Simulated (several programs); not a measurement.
# BaZrO3 (cubic perovskite) from semi-empirical methods to plane-wave DFT

Measured values to be reproduced:
- volume: 14.73 Å³ an atom (from the lattice constants; cubic cell parameter; 300 K; “EXAFS study of lead-free relaxor ferroelectric BaTi(1-x)Zr(x)O3 at the Zr K-edge”; 2006; arxiv:cond-mat/0602127)

BaZrO3 built on the cubic perovskite prototype, relaxed with r2SCAN in Ansatz, was computed with several methods. It is cubic, Pm-3m (No. 221); conventional cell a = 4.205 Å, 14.87 Å³ an atom. Ba has 12 O at 2.97 Å; Zr has 6 O at 2.10 Å; O has 2 Zr at 2.10 Å and 4 Ba at 2.97 Å. No spin polarisation and no zero-point or thermal motion.

```
CELL_PARAMETERS angstrom
4.20536 0.00000 0.00000
0.00000 4.20536 0.00000
0.00000 0.00000 4.20536
ATOMIC_POSITIONS crystal
Ba 0.00000 0.00000 0.00000
Zr 0.50000 0.50000 0.50000
O 0.50000 0.50000 0.00000
O 0.50000 0.00000 0.50000
O 0.00000 0.50000 0.50000
```

Gaps and times are for a single point on this cell; volume and bulk modulus come from each method's own relaxation or energy curve at fixed shape. Times are rough, from shared hosts (Intel Xeon Platinum 8375C CPU @ 2.90GHz; NVIDIA H100 80GB HBM3), and each method has its own mesh and cell size. A dagger marks a closed or tiny gap in a crystal that DFT finds insulating: a failure of the method or a wrong SCF state. PM6 (MOPAC), PM7 (MOPAC), GFN2-xTB (tblite) treat a cluster of cells at its zone centre, which samples few k points: where these miss a band edge, the gap comes out too large for that reason alone. Gaps from k meshes are read at a limited set of points (mesh, symmetry points, PBE's band edges), so each method's own least gap may be somewhat smaller. xTB and the PM methods were fitted mostly to molecules, and can miss a solid's gap by electronvolts. Minimal bases can be far off for gaps. Times of the plane-wave ladder aren't listed, since it ran on unlike processors and cards. GLLB-SC's gap includes the derivative discontinuity. d marks a direct gap, i an indirect one (no mark: not told apart), a dash a value that wasn't computed or didn't pass its checks.

```tsv
method	kind	gap (eV)	own volume (Å³/atom)	bulk modulus (GPa)	atoms computed	processor time
PBEsol	semilocal	–	14.61	–	5	–
light PBE (260 eV and a coarse mesh)	light plane-wave	2.85 i	–	–	5	1 s
LDA	semilocal	3.11 i	14.27	–	5	–
PBE	semilocal	3.22 i	15.11	149	5	–
PM7 (MOPAC)	semi-empirical	3.04	–	–	cluster	3.6 s
r2SCAN	semilocal	3.73 i	14.87	163	5	–
GFN2-xTB (tblite)	tight binding	0.00†	–	–	cluster	8.7 s
GLLB-SC (GPAW)	model potential	6.15	–	–	5	12 s
PBE+SOC	semilocal	3.19 i	–	–	5	–
PBE/SZV (CP2K)	small basis	2.23 d	15.93	144	5	18 s
HSE06	hybrid	4.69 i	–	–	5	–
PM6 (MOPAC)	semi-empirical	3.55	–	–	cluster	25 s
PBE/DZVP (CP2K)	small basis	3.08 i	15.20	151	5	52 s
LC-ωPBE	hybrid	10.16 i	–	–	5	–
PBE0	hybrid	5.44 i	–	–	5	–
DDH-PBE0	hybrid	5.03 i	–	–	5	–
```

Against HSE06 (4.69 eV) and with closed or daggered gaps left aside, the nearest gap at the points sampled is that of DDH-PBE0 (+0.34 eV) and the farthest that of LC-ωPBE (+5.47 eV). HSE06 is only a yardstick of convenience: for gaps this wide it usually falls short of measured ones, so a larger value can be the better one.

Volumes against r2SCAN's: PBEsol -1.8 %, LDA -4.1 %, PBE +1.6 %, PBE/SZV (CP2K) +7.1 %, PBE/DZVP (CP2K) +2.2 %.

Runs without a result: GFN1-xTB (tblite) (single point).

Comparison with experiment:
- Volume, measured 14.73 Å³ an atom: PBEsol -0.8 %, LDA -3.2 %, PBE +2.5 %, r2SCAN +1.0 %, PBE/SZV (CP2K) +8.1 %, PBE/DZVP (CP2K) +3.1 %.
The calculations are for a static lattice; samples hold vibrations, temperature and, in optical gaps, excitons. A measured value is shown where most reports agree with it, and only for the quantities listed.

Only the rows marked +SOC include spin-orbit coupling.
